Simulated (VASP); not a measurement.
# AlN: optical spectrum of independent particles, by functional

AlN, P6_3/mmc (no. 194), 4 atoms in the cell.

| Functional | ε at zero frequency, electronic | Mean energy of the absorption, weighted by Im ε (eV) | Refractive index at 633 nm | Refractive index at 1064 nm | Direct gap on the mesh (eV) | Time (s) |
|---|---|---|---|---|---|---|
| PBE | 4.81 | 10.30 | 2.25 | 2.21 | 3.27 | 3.4 |
| LDA | 4.89 | 10.18 | 2.27 | 2.23 | 3.28 | 2.7 |
| PBEsol | 4.91 | 10.20 | 2.27 | 2.23 | 3.19 | 3.1 |
| r2SCAN | 4.33 | 11.15 | 2.12 | 2.09 | 3.86 | 16 |
| TB-mBJ | 3.96 | 11.65 | 2.02 | 2.00 | 4.44 | 16 |
| AM05 | 4.87 | 10.23 | 2.26 | 2.22 | 3.26 | 3.9 |

Limits: The 6×6×4 mesh is coarse for a spectrum: peaks stand apart that a denser mesh merges; the pull between electron and hole is left out; rows 1, 2, 3, 4, 6: the onset follows the functional's gap, which semilocal functionals usually make too small.

## Input of the first row

INCAR:
```
PREC     = Accurate       # precision mode
ENCUT    = 460            # plane-wave cutoff, eV
ISMEAR   = 0              # smearing method
SIGMA    = 0.02           # smearing width, eV
EDIFF    = 1E-7           # SCF threshold, eV
LASPH    = T              # aspherical terms in the spheres
KPAR     = 4            
LWAVE    = T              # write WAVECAR
LCHARG   = F              # write CHGCAR
LOPTICS  = T              # frequency-dependent dielectric function
ALGO     = Normal         # electronic algorithm
NBANDS   = 32             # bands
NEDOS    = 2000           # points of the DOS
CSHIFT   = 0.1          
GGA      = PE             # functional
```

KPOINTS:
```
k-points
0
Gamma
  6 6 4
```

POSCAR:
```
AlN
1.0
    3.3121157418      0.0000000000      0.0000000000
   -1.6560578709      2.8683763727      0.0000000000
    0.0000000000      0.0000000000      4.1875630000
Al N
2 2
Direct
    0.6666666667      0.3333333333      0.2500000000
    0.3333333333      0.6666666667      0.7500000000
    0.6666666667      0.3333333333      0.7500000000
    0.3333333333      0.6666666667      0.2500000000
```

Commands:
```
cat potpaw_PBE.64/Al/POTCAR potpaw_PBE.64/N/POTCAR > POTCAR
mpirun -np 4 vasp_std > vasp.out
```

Changes of the last row against the first:
```
- GGA = PE
+ GGA = AM
```

VASP 6.6.1 took 3.4 s on 4 cores (Intel Xeon 6975P-C (Granite Rapids)), a shared host.
